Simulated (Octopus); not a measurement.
## Na2S under changes of volume

One of the cells (23.385 Å³/atom); the others are scaled copies at fixed shape and fractional positions:

```
S Na
1.0
     0.00000    3.27350    3.27350
     3.27350    0.00000    3.27350
     3.27350    3.27350    0.00000
S Na
1 2
Direct
  0.00000 0.00000 0.00000
  0.75000 0.75000 0.75000
  0.25000 0.25000 0.25000
```

- Program: Octopus 16.4
- Functional: PBEsol
- Potentials or basis: pseudodojo_pbesol (PseudoDojo 0.4, PBEsol)
- Grid spacing: 0.129 Å
- k mesh: 7 × 7 × 7
- Occupations: fermi-dirac, width 0.05 eV
- Spin: no spin polarisation

| volume (Å³/atom) | energy over the lowest point (meV/atom) | gap on the mesh (eV) |
| --- | --- | --- |
| 21.982 | ? | ? |
| 22.450 | 3.88 | 2.49 |
| 22.918 | 1.65 | 2.42 |
| 23.385 | 0.00 | 2.36 |
| 23.853 | 2.00 | 2.30 |
| 24.321 | 5.42 | 2.24 |
| 24.789 | 10.25 | 2.18 |

Task: What does the run at 21.982 Å³/atom give?

Result: Energy over the lowest point 7.71 meV/atom; gap on the mesh 2.56 eV.

Worked out: A Birch-Murnaghan fit of order 3 (a polynomial in V^(-2/3)) to the other rows has its minimum at 23.30 Å³/atom with B0 = V·E''(V) = 35 GPa (rough, since the energies scatter). It gives 9.12 meV/atom at 21.982 Å³/atom, against the run's 7.71. A straight line through the other rows of the gap, of slope -3.1 eV per unit of ln V (its deformation potential), extrapolates to 2.55 eV, against the run's 2.56.

Energies are extrapolated to zero smearing.
